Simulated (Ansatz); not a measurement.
## ZnS, space group R3m: a projected density of states

Run with Ansatz 0.2.0 through its Python package.

`pdos.py`
```python
import ansatz as az
import numpy as np

SETTINGS = {
    "tolerance": 1e-09,
    "xc": "r2scan",
    "filling": "methfessel_paxton",
    "width_ev": 0.01,
    "n_empty": 18,
}

zns = (
    az.Lattice.from_parameters(3.80614, 3.80614, 28.05584, alpha=90, beta=90, gamma=120)
    .space_group(160)
    .atom("Zn", (2 / 3, 1 / 3, 0.3333))
    .atom("Zn", (0.0, 0.0, 0.22227))
    .atom("Zn", (1 / 3, 2 / 3, 0.11128))
    .atom("S", (0.0, 0.0, 0.08327))
    .atom("S", (1 / 3, 2 / 3, 0.19451))
    .atom("S", (0.0, 0.0, 0.30536))
    .primitive()
)

model = (
    zns.calculation()
    .scf(tolerance=SETTINGS["tolerance"])
    .functional(SETTINGS["xc"])
    .basis(48 * az.Ry)
    .kpoints(6, center="gamma")
    .occupations(SETTINGS["filling"], width=SETTINGS["width_ev"])
    .scf(extra_bands=SETTINGS["n_empty"])
    .density_of_states(projected=True, method="smearing", broadening_width=0.15, energy_step=0.1)
)
def show(event):
    row = event["data"]
    if event["event"] == "scf_iter" and row.get("harris_foulkes_ev") is not None:
        print(f"  iteration {row['iter']:3d}  Harris-Foulkes {row['harris_foulkes_ev']:.5f} eV  residual {row['dr2_ev']:.2e}")


out = model.session().plan().execute(on_event=show)
summary = out.report

dos = out.density_of_states()
energy = np.asarray(dos.energies_ev) - dos.fermi_ev
curves = {}
for site in out.projected_density_of_states().sites:
    for shell in site.shells:
        weight = sum(np.sum(curve.g_bin_mean_per_ev, axis=0) for curve in shell.curves)
        name = f"{site.species} {shell.label}"
        curves[name] = curves.get(name, 0) + weight

print("E-EF   " + " ".join(f"{name:>8s}" for name in curves))
for e in np.arange(-10, 6 + 0.1, 1.0):
    print(f"{e:5.1f}  " + " ".join(f"{np.interp(e, energy, g):8.3f}" for g in curves.values()))
```

```console
$ python pdos.py
  iteration   1  Harris-Foulkes -12700.34716 eV  residual 1.41e-01
  iteration   2  Harris-Foulkes -12700.34799 eV  residual 4.64e-03
  iteration   3  Harris-Foulkes -12700.34221 eV  residual 5.71e-03
  iteration   4  Harris-Foulkes -12700.34189 eV  residual 2.39e-04
  iteration   5  Harris-Foulkes -12700.34192 eV  residual 1.61e-05
  iteration   6  Harris-Foulkes -12700.34193 eV  residual 1.06e-06
  iteration   7  Harris-Foulkes -12700.34191 eV  residual 2.99e-07
  iteration   8  Harris-Foulkes -12700.34191 eV  residual 1.95e-08
  iteration   9  Harris-Foulkes -12700.34191 eV  residual 1.18e-09
  iteration  10  Harris-Foulkes -12700.34191 eV  residual 7.48e-11
E-EF      Zn 4S    Zn 3D     S 3S     S 3P
-10.0     0.000    0.000    0.000    0.000
 -9.0     0.000    0.000    0.000    0.000
 -8.0     0.222   10.750    0.003    1.628
 -7.0     0.098    5.459    0.205    0.141
 -6.0     0.945    0.768    0.128    2.391
 -5.0     0.151    0.271    0.100    1.000
 -4.0     0.080    0.299    0.049    2.561
 -3.0     0.072    0.451    0.051    4.340
 -2.0     0.001    0.219    0.001    2.083
 -1.0     0.000    0.000    0.000    0.001
  0.0     0.000    0.000    0.000    0.000
  1.0     0.000    0.000    0.000    0.000
  2.0     0.029    0.000    0.013    0.006
  3.0     0.868    0.009    0.135    0.368
  4.0     1.153    0.012    0.058    0.705
  5.0     0.692    0.009    0.062    0.423
  6.0     0.162    0.007    0.013    0.162
```

Reading the output:
- Absolute energies stand on the zero of these potentials, so only differences at equal settings mean something. A total without «per atom» is that of the cell as typed.
- Semilocal gaps usually lie well under measured ones.
- In a crystal with a gap the Fermi level's place inside it depends on smearing and mesh.
- The crystal has a gap of about 2.76 eV on the mesh; any density of states at or just above the Fermi level is the tail of the broadening.
- The structure comes from a database of computed cells and needn't be a stable or known phase.
- Curves are summed over the cell's atoms. Only shells that the potentials hold have channels, so projections don't add up to the total, least of all where a shell is missing (p of most metals); heights and places of peaks move with the mesh.
- The density of states is complete only as far up as bands were computed.
- Finished in 33 s on 1 thread of Intel(R) Xeon(R) Processor @ 2.30GHz (shared host), peak memory 0.94 GiB.
